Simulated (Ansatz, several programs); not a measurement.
ZnS, NiAs type, relaxed with PBE in Ansatz (plane waves, PAW): space group P6_3/mmc (No. 194), hexagonal; a = 3.624 Å, c = 5.914 Å in the conventional setting, 16.82 Å³ an atom. Zn has 6 S at 2.56 Å; S has 6 Zn at 2.56 Å. The cell was then scaled with its shape and fractional coordinates held, which makes it stiffer than a relaxed compression. No spin polarisation. The prototype was imposed, so other structures may be more stable.

| V (Å³/atom) | E (meV/atom) |
| --- | --- |
| 15.809 | 18.52 |
| 16.313 | 4.44 |
| 16.818 | 0.00 |
| 17.827 | 14.37 |

Problem. Pass a cubic E = c₀ + c₁u + c₂u² + c₃u³, with u = V − 16.692 Å³, through these points.

Solution. c₀ = 0.28, c₁ = -4.319, c₂ = 16.857, c₃ = -1.8631 (meV and Å³).

Problem. Where is the minimum, and what bulk modulus follows?

Solution. dE/du = 0 at u = +0.131, so V₀ = 16.82 Å³. B = V₀ d²E/dV² = 16.82 × (2c₂ + 6c₃u) = 16.82 × 32.251 = 543 meV/Å³, and 1 meV/Å³ is 0.16022 GPa: 87 GPa. A third-order Birch-Murnaghan fit to all five points gives 16.83 Å³ and 86 GPa.

Problem. Predict the energy and the pressure at the withheld volume, 17.322 Å³.

Solution. With u = +0.630: E ≈ 3.78 meV and P = −dE/dV ≈ -2.36 GPa. The run gives 3.72 meV and, from its stress, -2.34 GPa.
